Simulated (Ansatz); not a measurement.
Structure from Materials Project entry mp-130 (possibly hypothetical), not relaxed further.

P: DFT, r2SCAN, PAW with Ansatz's default frozen-core files, scalar-relativistic (Ansatz 0.2.0).

```yaml
crystal:
  lattice:
    - [1.725725178, 0.9963478961, 3.1296800121]
    - [-1.725725178, 0.9963478961, 3.1296800121]
    - [0.0, -1.9926957921, 3.1296800121]
  atoms:
    - { symbol: P, position: [0.22708025, 0.22708025, 0.22708025] }
    - { symbol: P, position: [0.77291975, 0.77291975, 0.77291975] }
kpoints:
  mp_grid: { grid: [14, 14, 14] }
  band_path:
    path:
      - [0.0, 0.0, 0.0]
      - [0.5, 0.5, 0.5]
      - [0.7657669171, 0.2342330829, 0.5]
      - [0.5, -0.2342330829, 0.2342330829]
      - [0.5, 0.0, 0.0]
      - [0.0, 0.0, 0.0]
      - [0.3671165415, -0.3671165415, 0.0]
      - [0.6328834585, 0.0, 0.3671165415]
      - [0.5, 0.0, 0.5]
    npoints: 8
scf:
  occupations: { method: fermi_dirac, width: 0.05 }
hamiltonian:
  xc: r2scan
  pseudopotentials: { kind: paw }
output:
  forces: true
  stress: true
  eigenvalues: true
  efg: { contact_densities: true }
  populations: true
  bader: true
  dos: { projected: true, de: 0.2, e_range: [-14, 8] }
```

Output:

```
Engine: ansatz 0.2.0
Pseudopotentials: kind: paw
Pseudopotential: P, paw, valence charge 5, recommended cutoff 500 eV (meta_gga)
Functional definition: r2SCAN
  parameter k0 = 0.174
  parameter k1 = 0.065
  parameter a1 = 4.9479
  exchange = r2scan_x(k0 = k0, k1 = k1, a1 = a1)
  correlation = r2scan_c
Crystal: 2 atoms, lattice volume = 32.287 Å³
Basis set: ecut = 500 eV, 821 PW (Γ), exchange–correlation on 120×120×120 points (64 copies of the dense FFT grid, shifted against one another)
Bands: 9, of which v1, the nominal top of the filled ones, is band 5 counted from 1 (4 counted from 0)
Symmetry: 12 space group operations
Space group: R-3m (ITA 166), of the structure as read, at distance tolerance 3.2e-5 Å
k-points: 288 of 2744
Non-local potential: P, projectors of the file, l = 0: 2, l = 1: 2, l = 2: 2
PAW form: soft (Blöchl's): semilocal exchange-correlation on the pseudo side does not see the compensation charge
PAW frozen core: P, regenerated for the run's functional (the file was generated under x = pbe(κ = 0.804, μ = 0.2195149727645171), c = pbe(β = 0.06672455060314922))
PAW one-centre angular grid: P, 302 points (default); XC on 160 Gauss nodes
Initial density: superposition of atomic densities (neutral atoms: chi_scale 0, normalization atom), corrected by the library's trained network
Initial wavefunctions: pseudopotential atomic-orbital guess
Functional: x = r2scan, c = r2scan; τ floored in thin density (d = 2e-4 eV/Å³)
SCF iter   1: F=—  HF=-1518.129131 eV  |F-HF|=—  |Δ(HF+E_count)|=         —  Δρ=5.65e-3  dr2=8.41e-3  dr2_τ=1.13e-2  ethr=1.77e-3  ⟨swp⟩=6.7  Hψ=23161  notcnv=0
preconditioner: auto → none  [metal: Δε(μ)=0.060 eV  Ē_g=11.534 eV  σ=0.050 eV  W_gap=0.28  n_scr=8 (ndim 8)  ℏωp=20.7 eV  f_vac=0.000  D(μ)=0.23/eV (n_scr^D=0)  sad-step TF]
SCF iter   2: F=—  HF=-1518.158670 eV  |F-HF|=—  |Δ(HF+E_count)|=   2.95e-2  Δρ=3.91e-3  dr2=3.88e-3  dr2_τ=5.57e-5  ethr=8.41e-5  ⟨swp⟩=2.6  Hψ=7615  notcnv=0
SCF iter   3: F=—  HF=-1518.158943 eV  |F-HF|=—  |Δ(HF+E_count)|=   2.73e-4  Δρ=6.61e-4  dr2=1.55e-4  dr2_τ=8.00e-6  ethr=3.88e-5  ⟨swp⟩=2.9  Hψ=4290  notcnv=0
SCF iter   4: F=—  HF=-1518.158955 eV  |F-HF|=—  |Δ(HF+E_count)|=   1.17e-5  Δρ=3.63e-4  dr2=2.87e-5  dr2_τ=2.67e-6  ethr=1.55e-6  ⟨swp⟩=2.2  Hψ=3963  notcnv=0
SCF iter   5: F=—  HF=-1518.158966 eV  |F-HF|=—  |Δ(HF+E_count)|=   1.11e-5  Δρ=1.29e-4  dr2=4.25e-6  dr2_τ=9.01e-8  ethr=2.87e-7  ⟨swp⟩=2.0  Hψ=4040  notcnv=0
SCF iter   6: F=—  HF=-1518.158968 eV  |F-HF|=—  |Δ(HF+E_count)|=   1.68e-6  Δρ=4.03e-5  dr2=4.21e-7  dr2_τ=6.73e-9  ethr=4.25e-8  ⟨swp⟩=2.1  Hψ=3527  notcnv=0
SCF iter   7: F=-1518.158968 eV  HF=-1518.158968 eV  |F-HF|=3.58e-9  |Δ(HF+E_count)|=   1.78e-7  Δρ=6.14e-6  dr2=9.86e-9  dr2_τ=1.74e-10  ethr=1.00e-9  ⟨swp⟩=7.0  Hψ=14415  notcnv=0
SCF 1 converged in 7 iterations: F = -1518.158968 eV  dr2 = 9.86e-9
  greatest PAW one-centre occupation: 0.808 electrons in one spin orbital (limit 2), on the P atom at site 1 (counted from 0), in its partial waves of l = 0
NSCF: frozen V_eff on 65 k-points
SCF converged after 7 iterations
Free energy (F): -1518.158968 eV
Harris-Foulkes:  -1518.158968 eV  (|F-HF|=3.58e-9)
Internal energy: -1518.157030 eV  (E = F + TS)
E sigma→0 (E₀):  -1518.157999 eV
Entropy (-TS):   -0.001938 eV (-0.969 meV/atom)
Fermi energy:    10.366994 eV
--- Per-component energies (eV) ---
  E_band       = 26.001826
  E_kinetic    = 140.825512
  E_local      = -74.166016  (includes V_loc(G=0)·N_el)
  E_nonlocal   = 66.193598
  E_hartree    = 16.844104
  E_xc         = -117.076044
  E_vxc        = -131.004983  (∫ρ·V_xc dr)
  E_paw        = -1151.412397  (= ΣΔE_a)
  E_vpaw       = -15.607317  (= ΣTr[D̂ρ^β])
  E_aug_tail   = 0.000001  (compensation charges beyond the density's cutoff)
  E_vtau       = 6.073379  (kinetic-family band-sum trace: ∫τ·v_τ [+ j·A + Jᵃ·Aᵃ] dr)
  E_ewald      = -399.184103
  E_core_change = -0.181684  (= ΣΔE_core)
  E_smearing   = -0.001938  (= −TS)
  E_closure    = 0.000000  (closes the sum)
  Σ components = -1518.158968   (vs F -1518.158968, Δ=0.00e0)
--- Forces (eV/Å), atoms counted from 1 ---
  atom   1  P      0.00000000     0.00000000     0.08026378
  atom   2  P      0.00000000    -0.00000000    -0.08026378
  max |Σ_I F_I| component: 1.85e-17 eV/Å
--- Stress (GPa, compression-positive) ---
        0.918716       0.000000       0.000000
        0.000000       0.918716      -0.000000
        0.000000      -0.000000       0.002391
  P = ⅓ Tr σ = 0.6133 GPa (6.133 kbar)
--- PAW observables at the nuclei: V_zz in 10²¹ V/m², potentials from the cell's mean, atoms counted from 1 ---
  atom   1  P  V_zz =    -3.253017   η = 0.0000   by run symmetry: allowed
            electrostatic potential = -1494.817297 V   contact ρ = 16002.074309 e/Å³
  atom   2  P  V_zz =    -3.253017   η = 0.0000   by run symmetry: allowed
            electrostatic potential = -1494.817297 V   contact ρ = 16002.074309 e/Å³
--- Band table (eV; the first three rows and the last of 288) ---
  k-point 0: bands = ["-7.1466", "6.6285", "6.8490", "7.0840", "7.0840", "11.7160", "13.0177", "13.0177", "16.3723"]
  k-point 1: bands = ["-7.0598", "5.6295", "6.8375", "7.0146", "7.6922", "11.9907", "13.0036", "13.0162", "15.7885"]
  k-point 2: bands = ["-6.8002", "4.2198", "6.6943", "6.8364", "8.2766", "12.1705", "12.8086", "13.1113", "15.0197"]
  k-point 287: bands = ["-5.1266", "-1.1883", "7.1912", "7.1912", "10.0855", "10.0855", "10.5864", "12.8203", "19.6763"]
--- Löwdin populations: 2 sites ---
  site symbol       q [e]
     0      P      4.9219
     1      P      4.9219
  spilling = 0.015626 (of n_electrons = 10.000000)
--- Bader charges: 2 sites ---
  site symbol  charge [e]  shift [e]
     0      P      0.0000     0.0000
     1      P      0.0000     0.0000
  estimated error of the sums over rays = 2.5e-4 e
```

populations.tsv:

```
# site	symbol	l	j	q
# orbitals = lowdin
# n_electrons = 10.000000
# spilling = 0.015626
0	P	0_3S	-	1.620486
0	P	1_3P	-	3.301383
1	P	0_3S	-	1.620486
1	P	1_3P	-	3.301383
```

bader_charges.tsv:

```
# site	symbol	x_ang	y_ang	z_ang	partial_charge_e	electrons	volume_ang3	relative_density_drop	shared_charge_e	partial_wave_shift_e
# quadrature_error_electrons = 2.5e-4
0	P	0.0000	0.0000	2.1321	-0.00001	15.00001	16.14	-	-0.00001	0.00000
1	P	0.0000	0.0000	7.2570	0.00001	14.99999	16.14	-	0.00001	0.00000
```
